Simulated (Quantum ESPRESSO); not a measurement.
## SrCl2 under changes of volume

One of the cells (28.299 Å³/atom); the others are scaled copies at fixed shape and fractional positions:

```
CELL_PARAMETERS angstrom
0.00000 3.48835 3.48835
3.48835 0.00000 3.48835
3.48835 3.48835 0.00000
ATOMIC_POSITIONS crystal
Sr 0.00000 0.00000 0.00000
Cl 0.75000 0.75000 0.75000
Cl 0.25000 0.25000 0.25000
```

```yaml
Program: Quantum ESPRESSO 7.5
Functional: PBEsol
Potentials_or_basis: GBRV 1.5 PBEsol
Cutoff: 612 eV
Density_cutoff: 4898 eV
k_mesh: 7 × 7 × 7
Occupations: fermi-dirac, width 0.05 eV
Spin: no spin polarisation
```

```csv
volume (Å³/atom),energy over the lowest point (meV/atom),pressure (GPa),gap on the mesh (eV)
26.601,3.08,1.3,5.41
27.167,0.07,0.4,5.33
27.733,0.00,-0.4,5.26
28.299,2.56,-1.1,5.18
28.865,?,?,?
29.431,14.46,-2.3,5.03
29.997,23.32,-2.8,4.96
```

**Question.** What does the run at 28.865 Å³/atom give?

**Answer.** Energy over the lowest point 7.46 meV/atom; pressure -1.7 GPa; gap on the mesh 5.11 eV.

Worked out: A Birch-Murnaghan fit of order 3 (a polynomial in V^(-2/3)) to the other rows has its minimum at 27.46 Å³/atom with B0 = V·E''(V) = 38 GPa and B' = 4.5. It gives 7.46 meV/atom at 28.865 Å³/atom, against the run's 7.46, and -dE/dV = -1.7 GPa, against -1.7. A straight line through the other rows of the gap, of slope -3.76 eV per unit of ln V, gives 5.10 eV, against the run's 5.11.

Energies are extrapolated to zero smearing.

Caveats: an odd mesh through Γ misses points on the zone boundary, where band edges often lie. Spin-orbit coupling on Sr is left out.
